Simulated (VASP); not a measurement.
# H5C2Cl: single point with PBE+D3(BJ)

H5C2Cl:

```xyz
24
Lattice="7.5996 0.0000 0.0000 0.0000 7.5996 0.0000 0.0000 0.0000 7.5996" Properties=species:S:1:pos:R:3 pbc="T T T"
C     6.9837    0.8394    1.5053
C     6.4332    0.1399    0.5084
C     2.4527    1.1454    6.7679
C     1.9052    0.4012    5.8068
C     6.2120    5.0185    4.6009
C     5.1548    4.5256    5.2543
H     6.6418    0.7218    2.5362
H     7.7941    1.5480    1.3215
H     5.6239   -0.5709    0.6852
H     6.7917    0.2446   -0.5184
H     2.3117    2.2258    6.8214
H     3.0788    0.6992    7.5431
H     1.2959    0.8500    5.0192
H     2.0508   -0.6795    5.7568
H     6.3385    6.0924    4.4487
H     6.9819    4.3703    4.1691
H     4.3744    5.1743    5.6649
H     5.0124    3.4513    5.3934
H     2.0445    7.0434    1.8147
H    -0.3834    4.6720    6.6235
H     5.3694    2.2795    1.0699
Cl    3.0172    6.4689    2.4572
Cl    0.6476    4.5415    7.4344
Cl    4.5571    3.3019    1.2112
```

The cell was built by a generator and needn't be a form met in nature.

* Program: VASP 6.6.1
* Task: single point
* Functional: PBE
* Dispersion: D3(BJ)
* Potentials or basis: VASP PAW PBE potentials, release 64 (C, H, Cl)
* Cutoff: 520 eV
* k mesh: 1 × 1 × 1
* Occupations: fermi-dirac, width 0.02 eV
* Spin: no spin polarisation

```
Pressure                   : -0.5 GPa
Largest force              : 0.329 eV/Å
Band gap on the k mesh     : 4.96 eV, direct
Dispersion energy per atom : -0.039 eV
```

Forces on the atoms (eV/Å):
```
C    0.008  0.005  0.013
C    0.012 -0.038 -0.010
C    0.026 -0.013  0.002
C   -0.004 -0.020 -0.026
C    0.033 -0.036 -0.002
C   -0.025  0.040  0.006
H    0.009  0.016  0.015
H    0.022  0.009  0.017
H   -0.005 -0.006  0.006
H   -0.002  0.013  0.014
H    0.000 -0.015 -0.015
H    0.003  0.018  0.013
H   -0.008 -0.013 -0.012
H   -0.021  0.009  0.008
H    0.018 -0.002  0.008
H   -0.092  0.069  0.015
H    0.092 -0.055 -0.021
H   -0.005  0.028  0.010
H    0.200 -0.159  0.130
H    0.249 -0.039  0.182
H   -0.152  0.180  0.025
Cl  -0.241  0.134 -0.155
Cl  -0.252  0.043 -0.208
Cl   0.136 -0.169 -0.015
```

Stress tensor (GPa, compression positive):
```
-0.73  0.16 -0.11
 0.16 -0.42  0.10
-0.11  0.10 -0.44
```

Levels at points of the mesh, in eV from the valence-band top:
| k point | band 27 | band 28 | band 29 | band 30 | band 31 | band 32 | band 33 | band 34 |
| --- | --- | --- | --- | --- | --- | --- | --- | --- |
| (0.00, 0.00, 0.00) | -0.76 | -0.49 | -0.36 | 0.00 | 4.96 | 5.19 | 5.31 | 5.56 |

It took 35 s on 1 thread of Intel(R) Xeon(R) 6975P-C (Granite Rapids) (shared host), peak memory 0.49 GiB.

A hybrid or GW would open this gap; PBE tends to underestimate it.
